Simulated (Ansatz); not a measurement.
**Relativistic treatment of NbAs**

```
Nb As
1.0
     0.00000    2.63760    2.63760
     2.63760    0.00000    2.63760
     2.63760    2.63760    0.00000
Nb As
1 1
Direct
  0.00000 0.00000 0.00000
  0.50000 0.50000 0.50000
```

Atom numbers follow the list: Nb1, As2.

The structure comes from a relaxation in the same program, started in the rocksalt type, and has space group Fm-3m. Whether it is a known phase or the ground state wasn't checked.

One fixed cell is solved with PBE by LAPW (all electrons) in Ansatz 0.2.0 under different relativistic treatments. Pressure is positive in compression.

Settings: a Γ-centred 11×11×11 k mesh, Fermi–Dirac smearing of 0.05 eV, basis error target 0.25 meV/atom, no spin polarisation.

| setting | P (GPa) |
| --- | --- |
| scalar-relativistic | -0.02 |
| non-relativistic | ? |
| with spin–orbit coupling | 0.00 |
| scalar-relativistic, point nuclei | -0.02 |
| scalar-relativistic, inner shells corrected to Dirac | -0.01 |

(1) Give the missing entry: row "non-relativistic", column "P (GPa)".

Answers

(1) 1.34.
